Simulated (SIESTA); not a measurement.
PbS:

```xyz
2
Lattice="4.0897 0.0000 0.0000 -2.0448 3.5418 0.0000 0.0000 0.0000 3.7882" Properties=species:S:1:pos:R:3 pbc="T T T"
Pb    0.0000    0.0000    0.0000
S     2.0448    1.1806    1.8941
```

Measurements of this composition are mostly on another form, of space group No. 225.

Base run:

```yaml
Program: SIESTA 5.4.2
Functional: PBEsol
Potentials_or_basis: PseudoDojo 0.4 standard (PBEsol files)
Basis: DZP (energy shift 0.003 Ry; two zetas on semicore shells)
Grid_cutoff: 500 Ry
Energy_shift: 0.003 Ry
k_mesh: 8 × 8 × 7
Occupations: fermi-dirac, width 0.05 eV
Spin: no spin polarisation
```

Its results: pressure -2.1 GPa.

Problem. The run is repeated on the same cell with these changes: functional from PBEsol to LDA; potentials or basis from PseudoDojo 0.4 standard (PBEsol files) to PseudoDojo 0.4 standard (LDA files). What comes out?

Solution. Pressure -3.7 GPa.

Caveats: the basis of atomic orbitals isn't converged, which shifts pressures, moduli and gaps.
